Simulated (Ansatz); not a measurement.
Runs of Ansatz 0.2.0 on CaF2 (Fluorite). Symmetry: Fm-3m, No. 225, cubic system. The conventional cell has a = 5.462 Å, b = 5.462 Å, c = 5.462 Å, α = 90.00°, β = 90.00°, γ = 90.00°. Around Ca (site symmetry m-3m) lie 8 F at 2.37 Å. Around F (site symmetry -43m) lie 4 Ca at 2.37 Å. 

| share of exact exchange | gap on the mesh (eV) | pressure (GPa) |
| --- | --- | --- |
| 0.1 | 8.13 | 1.4 |
| 0.15 | (b) | 1.0 |
| 0.05 | 7.71 | (c) |
| 0.2 | 8.97 | (a) |

Alike in all rows: task single point; level HSE06 form with a typed share of exact exchange; potentials or basis Ansatz PAW; no spin polarisation; cell as given; k mesh 4 × 4 × 4; cutoff (eV) 420; smearing fermi-dirac 0.05 eV; the mesh is coarse, so values aren't converged.

**Question.** Fill in the values left out.

**Answer.** (a) 0.6; (b) 8.55; (c) 1.8.

Caveats: all runs use coarse meshes; the PAW data sets come from PBE, with cores solved anew for the run's functional, which leaves a small shift of forces and pressure; the thresholds are loose for stress.

A k mesh can miss the band edges.
